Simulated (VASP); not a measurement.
# W (Im-3m) in VASP: further runs

One crystal, W, is run at these levels: PBE; tasks: single point.

All numbers are computed with VASP 6.6.1; they aren't measurements. Logs are shortened: lines on timing, memory, paths and dates and some standing lists are left out, and cuts for length are marked.

### 1 The structure

Symmetry: Im-3m, No. 229, cubic system. The conventional cell has a = 3.165 Å, b = 3.165 Å, c = 3.165 Å, α = 90.00°, β = 90.00°, γ = 90.00°. W (site symmetry m-3m) has 8 W at 2.74 Å as nearest neighbours.

### 2 Single point, PBE

Contents of INCAR:

```
SYSTEM = W
ADDGRID = .False. ; ALGO = Normal
EDIFF = 1E-7 ; ENCUT = 460
GGA = PE ; ISIF = 2
ISMEAR = 1 ; LASPH = .True.
LCHARG = .False. ; LREAL = Auto
LWAVE = .False. ; NELM = 100
PREC = Accurate ; SIGMA = 0.2
```

Contents of KPOINTS:

```
k-points
0
Gamma
  11 11 11
  0 0 0
```

Contents of POSCAR:

```
W
1.0
   -1.5823450000      1.5823450000      1.5823450000
    1.5823450000     -1.5823450000      1.5823450000
    1.5823450000      1.5823450000     -1.5823450000
W
1
Direct
    0.0000000000      0.0000000000      0.0000000000
```

Potentials or basis: VASP PAW PBE potentials, release 64 (W).

Started as:

```sh
$ cat potpaw_PBE.64/W/POTCAR > POTCAR
$ mpirun -np 1 vasp_std > vasp.out
```

OUTCAR:

```text
SYSTEM = W
   EDIFF = 1E-7
   ENCUT = 460
   GGA = PE
   ISIF = 2
   ISMEAR = 1
   LASPH = .True.
   LREAL = Auto
   NELM = 100
   PREC = Accurate

 Found     56 irreducible k-points:

 Following reciprocal coordinates:
            Coordinates               Weight
  0.000000  0.000000  0.000000      1.000000
  0.090909  0.000000  0.000000     12.000000
  0.181818  0.000000  0.000000     12.000000
  0.272727  0.000000  0.000000     12.000000
  0.363636  0.000000  0.000000     12.000000
  0.454545  0.000000  0.000000     12.000000
   k-points           NKPTS =     56   k-points in BZ     NKDIM =     56   number of bands    NBANDS=      7
   number of dos      NEDOS =    301   number of ions     NIONS =      1
   total plane-waves  NPLWV =   8000
   dimension x,y,z NGX =    20 NGY =   20 NGZ =   20
   dimension x,y,z NGXF=    40 NGYF=   40 NGZF=   40
   ions per type =               1
   NGX,Y,Z   is equivalent  to a cutoff of  12.13, 12.13, 12.13 a.u.
   NGXF,Y,Z  is equivalent  to a cutoff of  24.26, 24.26, 24.26 a.u.
 SYSTEM =  W
   PREC   = accura    normal or accurate (medium, high low for compatibility)
   ISTART =      0    job   : 0-new  1-cont  2-samecut
   ICHARG =      2    charge: 1-file 2-atom 10-const
   ISPIN  =      1    spin polarized calculation?
   LNONCOLLINEAR =      F non collinear calculations
   LSORBIT =      F    spin-orbit coupling
   LASPH  =      T    aspherical Exc in radial PAW
   ENCUT  =  460.0 eV  33.81 Ry    5.81 a.u.   4.79  4.79  4.79*2*pi/ulx,y,z
   NELM   =    100;   NELMIN=  2; NELMDL= -5     # of ELM steps
   EDIFF  = 0.1E-06   stopping-criterion for ELM
   LREAL  =      T    real-space projection
   EDIFFG = 0.1E-05   stopping-criterion for IOM
   NSW    =      0    number of steps for IOM
   IBRION =     -1    ionic relax: 0-MD 1-quasi-New 2-CG
   NFREE  =      0    steps in history (QN), initial steepest desc. (CG)
   ISIF   =      2    stress and relaxation
   ISYM   =      2    0-nonsym 1-usesym 2-fastsym
   POTIM  = 0.5000    time-step for ionic-motion
   TEBEG  =    0.0;   TEEND  =   0.0 temperature during run
   PSTRESS=    0.0 pullay stress
   NELECT =       6.0000    total number of electrons
   NUPDOWN=      -1.0000    fix difference up-down
   EMIN   =  10.00;   EMAX   =-10.00  energy-range for DOS
   EFERMI =   0.00;   METHOD = LEGACY
   ISMEAR =     1;   SIGMA  =   0.20  broadening in eV -4-tet -1-fermi 0-gaus
   EFERMI_NEDOS =   21; number of points for ismear=-14 and -15
   IALGO  =     38    algorithm
   IMIX   =      4    mixing-type and parameters
     AMIX     =   0.40;   BMIX     =  1.00
     AMIX_MAG =   1.60;   BMIX_MAG =  1.00
  volume/ion in A,a.u.               =      15.85       106.94
  Fermi-wavevector in a.u.,A,eV,Ry     =   1.184325  2.238049 19.083867  1.402625
  Thomas-Fermi vector in A             =   2.320541
   LORBIT       =      0    0 simple, 1 ext, 2 COOP (PROOUT), +10 PAW based schemes
   GGA     = PE    functional components
   LHFCALC =     F    Hartree Fock is set to
   AEXX    =    0.0000 exact exchange contribution
   IVDW    =     0    specifies the selected vdW correction
   LEPSILON=     F    determine dielectric tensor
   LRPA    =     F    only Hartree local field effects (RPA)
 non-spin polarized calculation
 Methfessel and Paxton  Order N= 1 SIGMA  =   0.20
  energy-cutoff  :      460.00
  volume of cell :       15.85
 maximum number of plane-waves:       370
   NGX =  9   NGY =  9   NGZ =  9

 number of electron       6.0000001 magnetization

 Free energy of the ion-electron system (eV)
  ---------------------------------------------------
  ext. energy  EPLUGINS =         0.00000000
  ---------------------------------------------------
  free energy    TOTEN  =       -12.99893344 eV

  energy without entropy =      -12.99728944  energy(sigma->0) =      -12.99838544

 E-fermi :   7.8235     XC(G=0): -13.1425

 val. band max:        7.8219530257   @ k =   0.4545   0.0909   0.0000
 cond. band min:       7.8798259581   @ k =  -0.1818   0.2727   0.0909
 fundamental gap:      0.0578729324
 Fermi energy:         7.8234980984

 k-point     1 :       0.0000    0.0000    0.0000
  band No.  band energies     occupation
      1      -1.7966      2.00000
      2       6.5756      2.00000
      3       6.5756      2.00000
      4       6.5756      2.00000
      5      10.0524     -0.00000
      6      10.0524     -0.00000
      7      23.0472      0.00000

 k-point     2 :       0.0909    0.0000    0.0000
  band No.  band energies     occupation
      1      -1.4110      2.00000
      2       6.3418      2.00000
      3       6.5143      2.00000
      4       6.9624      2.00000
      5       9.7147     -0.00000
      6      10.0609     -0.00000
      7      23.3617      0.00000

 k-point     3 :       0.1818    0.0000    0.0000
  band No.  band energies     occupation
      1      -0.3700      2.00000
      2       5.7697      2.00000
      3       6.2120      2.00000
      4       8.0877     -0.06841
      5       9.3423     -0.00000
      6      10.1267     -0.00000
      7      23.7300      0.00000

 k-point     4 :       0.2727    0.0000    0.0000
  band No.  band energies     occupation
      1       0.8772      2.00000
      2       5.1138      2.00000
      3       5.9672      2.00000
      4       9.5230     -0.00000
      5       9.8334     -0.00000
      6      10.3158     -0.00000
      7      22.7059      0.00000

 k-point     5 :       0.3636    0.0000    0.0000
  band No.  band energies     occupation
      1       1.5264      2.00000
      2       4.5800      2.00000
      3       6.7430      2.00000
      4       9.9242     -0.00000
      5      10.6177     -0.00000
      6      11.9227      0.00000
      7      21.0003      0.00000

 k-point     6 :       0.4545    0.0000    0.0000
  band No.  band energies     occupation
      1       1.5704      2.00000
      2       4.2875      2.00000
      3       8.1923     -0.02559
      4      10.0085     -0.00000
      5      10.8780     -0.00000
      6      13.6419      0.00000
      7      19.1757      0.00000

 [... further k-points ...]

------------------------ aborting loop because EDIFF is reached ----------------------------------------

  FORCE on cell =-STRESS in cart. coord.  units (eV):
  Direction    XX          YY          ZZ          XY          YZ          ZX
  --------------------------------------------------------------------------------------
  -------------------------------------------------------------------------------------
  Total        0.2340099      0.2340099      0.2340099      0.0000000     -0.0000000      0.0000000
  in kB       23.6581818     23.6581818     23.6581818      0.0000000     -0.0000000      0.0000000
  external PRESSURE =      23.6581818 kB  Pullay stress =       0.0000000 kB

 VOLUME and BASIS-vectors are now :
 -----------------------------------------------------------------------------
  energy-cutoff  :      460.00
  volume of cell :       15.85
      direct lattice vectors                 reciprocal lattice vectors
    -1.582345000  1.582345000  1.582345000     0.000000000  0.315986716  0.315986716
     1.582345000 -1.582345000  1.582345000     0.315986716  0.000000000  0.315986716
     1.582345000  1.582345000 -1.582345000     0.315986716  0.315986716  0.000000000

 POSITION                                       TOTAL-FORCE (eV/Angst)
 -----------------------------------------------------------------------------------
      0.00000      0.00000      0.00000         0.000000      0.000000      0.000000
 -----------------------------------------------------------------------------------
    total drift:                               -0.000000     -0.000000      0.000000

  FREE ENERGIE OF THE ION-ELECTRON SYSTEM (eV)
  ---------------------------------------------------
  free  energy   TOTEN  =       -12.9989334352 eV

  energy  without entropy=      -12.9972894401  energy(sigma->0) =      -12.99838544
```

It took 7.2 s on 1 thread of AMD EPYC 9R45 (Zen 5), shared host; peak memory 0.09 GiB.

The run converged, but some of its settings lie outside the range that counts as converged, so its numbers aren't taken as properties of the crystal.

Results:

```yaml
Free_energy: -12.9989 eV
Pressure: 2.4 GPa
Band_gap_on_the_k_mesh: none (metal or under the smearing width)
```

### 3 Single point, PBE

Contents of INCAR:

```
SYSTEM = W
ADDGRID = .False. ; ALGO = Normal
EDIFF = 0.01 ; ENCUT = 460
GGA = PE ; ISIF = 2
ISMEAR = 1 ; LASPH = .True.
LCHARG = .False. ; LREAL = .False.
LWAVE = .False. ; NELM = 100
PREC = Accurate ; SIGMA = 0.2
```

KPOINTS is that of step 2.

POSCAR is that of step 2.

Potentials or basis: VASP PAW PBE potentials, release 64 (W).

Started as:

```sh
$ cat potpaw_PBE.64/W/POTCAR > POTCAR
$ mpirun -np 1 vasp_std > vasp.out
```

OUTCAR:

```text
SYSTEM = W
   EDIFF = 0.01
   ENCUT = 460
   GGA = PE
   ISIF = 2
   ISMEAR = 1
   LASPH = .True.
   LREAL = .False.
   NELM = 100
   PREC = Accurate

 Found     56 irreducible k-points:

 Following reciprocal coordinates:
            Coordinates               Weight
  0.000000  0.000000  0.000000      1.000000
  0.090909  0.000000  0.000000     12.000000
  0.181818  0.000000  0.000000     12.000000
  0.272727  0.000000  0.000000     12.000000
  0.363636  0.000000  0.000000     12.000000
  0.454545  0.000000  0.000000     12.000000
   k-points           NKPTS =     56   k-points in BZ     NKDIM =     56   number of bands    NBANDS=      7
[... 136 lines left out ...]

  FORCE on cell =-STRESS in cart. coord.  units (eV):
  Direction    XX          YY          ZZ          XY          YZ          ZX
  --------------------------------------------------------------------------------------
  -------------------------------------------------------------------------------------
  Total        0.2430231      0.2430231      0.2430231      0.0000000      0.0000000      0.0000000
  in kB       24.5694062     24.5694062     24.5694062      0.0000000      0.0000000      0.0000000
  external PRESSURE =      24.5694062 kB  Pullay stress =       0.0000000 kB

 VOLUME and BASIS-vectors are now :
 -----------------------------------------------------------------------------
  energy-cutoff  :      460.00
  volume of cell :       15.85
      direct lattice vectors                 reciprocal lattice vectors
    -1.582345000  1.582345000  1.582345000     0.000000000  0.315986716  0.315986716
     1.582345000 -1.582345000  1.582345000     0.315986716  0.000000000  0.315986716
     1.582345000  1.582345000 -1.582345000     0.315986716  0.315986716  0.000000000

 POSITION                                       TOTAL-FORCE (eV/Angst)
 -----------------------------------------------------------------------------------
      0.00000      0.00000      0.00000        -0.000000      0.000000     -0.000000
 -----------------------------------------------------------------------------------
    total drift:                               -0.000000     -0.000000      0.000000

  FREE ENERGIE OF THE ION-ELECTRON SYSTEM (eV)
  ---------------------------------------------------
  free  energy   TOTEN  =       -12.9991215403 eV

  energy  without entropy=      -12.9975194848  energy(sigma->0) =      -12.99858752
```

It took 2.4 s on 1 thread of AMD EPYC 9R45 (Zen 5), shared host; peak memory 0.09 GiB.

These settings aren't checked as converged: the numbers below hold their error.

Results:

| Quantity | Value |
| --- | --- |
| Free energy | -12.9991 eV |
| Pressure | 2.5 GPa |
| Band gap on the k mesh | none (metal or under the smearing width) |

### 4 The reference run

An earlier run on the cell as given: functional PBE; potentials or basis VASP PAW PBE potentials, release 64 (W_sv); cutoff 520 eV; k mesh 12 × 12 × 12; occupations fermi-dirac, width 0.05 eV; no spin polarisation.

* Pressure: 6.4 GPa
* Band gap on the k mesh: none (metal or under the smearing width)
